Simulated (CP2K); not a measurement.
# Zr under changes of volume

One of the cells (23.281 Å³/atom); the others are scaled copies at fixed shape and fractional positions:

```
Zr
1.0
     3.23200    0.00000    0.00000
    -1.61600    2.79899    0.00000
     0.00000    0.00000    5.14700
Zr
2
Direct
  0.66667 0.33333 0.75000
  0.33333 0.66667 0.25000
```

| Quantity | Value |
| --- | --- |
| Program | CP2K 2026.2 |
| Functional | PBEsol |
| Potentials or basis | POTENTIAL_UZH Zr GTH-PBE-q12; TZVP-MOLOPT-PBE-GTH basis |
| Density cutoff | 6123 eV |
| k mesh | 9 × 9 × 5 |
| Occupations | fermi-dirac, width 0.05 eV |
| Spin | no spin polarisation |

```tsv
volume (Å³/atom)	energy over the lowest point (meV/atom)	pressure (GPa)
21.884	9.39	3.9
22.350	?	?
22.815	0.00	-0.5
23.281	4.20	-2.4
23.746	13.64	-4.1
24.212	27.90	-5.7
24.678	46.60	-7.2
```

Q: What does the run at 22.350 Å³/atom give?

A: Energy over the lowest point 1.54 meV/atom; pressure 1.6 GPa.

Worked out: A Birch-Murnaghan fit of order 3 (a polynomial in V^(-2/3)) to the other rows has its minimum at 22.70 Å³/atom with B0 = V·E''(V) = 98 GPa and B' = 3.3 at fixed shape and positions, which overstates the stiffness. It gives 1.55 meV/atom at 22.350 Å³/atom, against the run's 1.54, and -dE/dV = 1.6 GPa, against 1.6.

Energies are extrapolated to zero smearing.

Caveats: the potentials were made for another functional, which shifts forces and pressure; the basis of atomic orbitals isn't converged, which shifts pressures, moduli and gaps.
